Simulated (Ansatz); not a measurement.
TiSi2:

```
Ti Si
1.0
     0.00000    4.11752    4.26290
     2.38951    0.00000    4.26290
     2.38951    4.11752    0.00000
Ti Si
2 4
Direct
  0.75000 0.75000 0.75000
  0.50000 0.50000 0.50000
  0.41257 0.08743 0.41257
  0.08743 0.41257 0.08743
  0.16257 0.83743 0.16257
  0.83743 0.16257 0.83743
```

The cell is a database's computed one.

* Program: Ansatz 0.2.0
* Task: relaxation of cell and atoms
* Functional: revPBE
* Potentials or basis: Ansatz PAW
* Cutoff: 420 eV (not typed: the program's choice for these potentials)
* k mesh: 5 × 5 × 5
* Occupations: fermi-dirac, width 0.05 eV
* Spin: no spin polarisation

At the start: volume 13.98 Å³/atom.

**Question.** Where does the relaxation end?

**Answer.** It ends after 6 steps and the volume is 14.36 Å³/atom (+2.7 %); space group Fddd (No. 70, to 0.05 Å).

The path:
```csv
step,energy change (eV),largest force (eV/Å),volume (Å³)
1,0.0000,0.0434,83.88
2,-0.0299,0.0358,86.21
3,-0.0306,0.0267,86.15
4,-0.0309,0.0114,86.14
5,-0.0309,0.0015,86.14
6,-0.0313,0.0014,86.14
```

Final structure:
```yaml
crystal:
  lattice:
    - [0.00000, 4.14675, 4.31894]
    - [2.40499, 0.00000, 4.31894]
    - [2.40499, 4.14675, 0.00000]
  atoms:
    - { symbol: Ti, position: [0.75000, 0.75000, 0.75000] }
    - { symbol: Ti, position: [0.50000, 0.50000, 0.50000] }
    - { symbol: Si, position: [0.41114, 0.08886, 0.41114] }
    - { symbol: Si, position: [0.08886, 0.41114, 0.08886] }
    - { symbol: Si, position: [0.16114, 0.83886, 0.16114] }
    - { symbol: Si, position: [0.83886, 0.16114, 0.83886] }
```

Caveat: the plane-wave basis is chosen anew once the cell has moved, so the energies of steps on either side of that aren't comparable; the PAW data sets come from PBE, with cores solved anew for the run's functional, which leaves a small shift of forces and pressure.
